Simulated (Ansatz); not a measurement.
Runs of Ansatz 0.2.0 on AlPt. It takes space group Pm-3m (No. 221, cubic). The conventional cell has a = 3.092 Å, b = 3.092 Å, c = 3.092 Å, α = 90.00°, β = 90.00°, γ = 90.00°. Around Pt (site symmetry m-3m) lie 8 Al at 2.68 Å. Al (site symmetry m-3m) is surrounded by 8 Pt at 2.68 Å. Measurements of this composition are mostly on another form, of space group No. 198.

```csv
task,level,k mesh,cutoff (eV),mesh quality,V0 of scaled cells (Å³/atom),B0 (GPa)
equation of state,r2SCAN,9 × 9 × 9,500,not flagged,14.41,204
equation of state,PBE0,4 × 4 × 4,420,coarse,(b),206
equation of state,LDA,9 × 9 × 9,420,not flagged,14.03,(a)
equation of state,PBEsol,9 × 9 × 9,420,not flagged,14.33,202
```

Alike in all rows: potentials or basis Ansatz PAW; no spin polarisation; cell as given; smearing fermi-dirac 0.05 eV.

Question: Estimate the missing entries.

Answer: (a) 214; (b) 14.42.

Caveats: some runs use coarse meshes; the PAW data sets were made with another functional, which shifts forces and pressure a little (some runs).

Runs at the PBE level aren't shown here.
